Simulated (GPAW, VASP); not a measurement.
This is a calculation of Si for VASP 6.6.1. 

The input INCAR:

```
SYSTEM = Si
PREC = Accurate ; ENCUT = 520
EDIFF = 1E-6 ; ISMEAR = 0
SIGMA = 0.018000000000000002 ; LREAL = .FALSE.
LASPH = .TRUE. ; NELM = 80
ALGO = Normal ; ISIF = 2
LWAVE = .FALSE. ; LCHARG = .FALSE.
GGA = PE ; NBANDS = 11
```

File KPOINTS:

```
regular mesh
0
G
  8 8 8
  0 0 0
```

The input POSCAR:

```
Si
1.0
    0.0000000000      2.7218511865      2.7218511865
    2.7218511865      0.0000000000      2.7218511865
    2.7218511865      2.7218511865      0.0000000000
Si
2
Direct
    0.5000000000      0.5000000000      0.5000000000
    0.7500000000      0.7500000000      0.7500000000
```

Potentials or basis: VASP PAW PBE potentials, release 64 (Si).

Run with:

```sh
$ cat potpaw_PBE.64/Si/POTCAR > POTCAR
$ mpirun -np 1 vasp_std > vasp.out
```

Set up the same calculation for GPAW 26.7.0 (ASE script). Potentials or basis there: GPAW PAW data sets (gpaw-data 1.2.1), cutoff 600 eV.

As run (cutoffs and basis follow the program's own potentials, and thresholds, step limits or extra output files can differ):

run.py

```python
from ase import Atoms
from ase.dft.bandgap import bandgap
from ase.io import write
from ase.units import GPa
from gpaw import GPAW, PW

atoms = Atoms(['Si', 'Si'],
              cell=[[0.0, 2.7218511865, 2.7218511865],
                    [2.7218511865, 0.0, 2.7218511865],
                    [2.7218511865, 2.7218511865, 0.0]],
              scaled_positions=[[0.5, 0.5, 0.5],
                                [0.75, 0.75, 0.75]],
              pbc=True)

calc = GPAW(mode=PW(600),
            xc='PBE',
            kpts={'size': (8, 8, 8), 'gamma': True},
            occupations={'name': 'methfessel-paxton', 'order': 0, 'width': 0.018000000000000002},
            nbands=11,
            convergence={'density': 1e-05, 'energy': 1e-05},
            maxiter=150,
            txt='gpaw.txt')
atoms.calc = calc
energy = atoms.get_potential_energy()
forces = atoms.get_forces()
stress = atoms.get_stress()
calc.write('gs.gpw')
write('result.traj', atoms)
print(f'Energy: {energy:.6f} eV')
print('Forces (eV/A):')
print(forces.round(4))
print('Stress (GPa):', (stress / GPa).round(3))
print('Fermi level:', round(calc.get_fermi_level(), 4), 'eV')
print(f'Gap: {bandgap(calc)[0]:.4f} eV, direct: {bandgap(calc, direct=True)[0]:.4f} eV')
```

Potentials or basis: GPAW PAW data sets (gpaw-data 1.2.1), pw.

The run is started by

```bash
$ OMP_NUM_THREADS=1 python run.py
```

Both were run:

|  | VASP | GPAW |
| --- | --- | --- |
| Pressure | 1.3 GPa | 1.6 GPa |

Pressure is positive in compression.
